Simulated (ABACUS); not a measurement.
The system is GaAs.

```
CELL_PARAMETERS angstrom
-2.82685 0.00000 2.82685
0.00000 2.82685 2.82685
-2.82685 2.82685 0.00000
ATOMIC_POSITIONS crystal
As 0.25000 0.25000 0.25000
Ga 0.00000 0.00000 0.00000
```

Base run:

- Program: ABACUS 3.10.1
- Functional: M06-L
- Potentials or basis: SG15 ONCV 1.2 PBE
- Cutoff: 1320 eV
- Density cutoff: 5279 eV
- Basis: plane waves
- k mesh: 5 × 5 × 5
- Occupations: fermi-dirac, width 0.05 eV
- Spin: no spin polarisation

Its results: band gap on the k mesh 0.53 eV, direct; pressure 1.1 GPa.

Question: The run is repeated on the same cell with these changes: functional from M06-L to MS2. What comes out?

Answer: Band gap on the k mesh 1.36 eV, direct; pressure 35.8 GPa.

Caveats: the potentials were made for another functional, which shifts forces and pressure; an odd mesh through Γ misses points on the zone boundary, where band edges often lie; a pressure of tens of GPa on the cell as given is suspect, and the run, the potentials or the cell itself is likely at fault (some runs).

Not every run made on this cell is shown here.
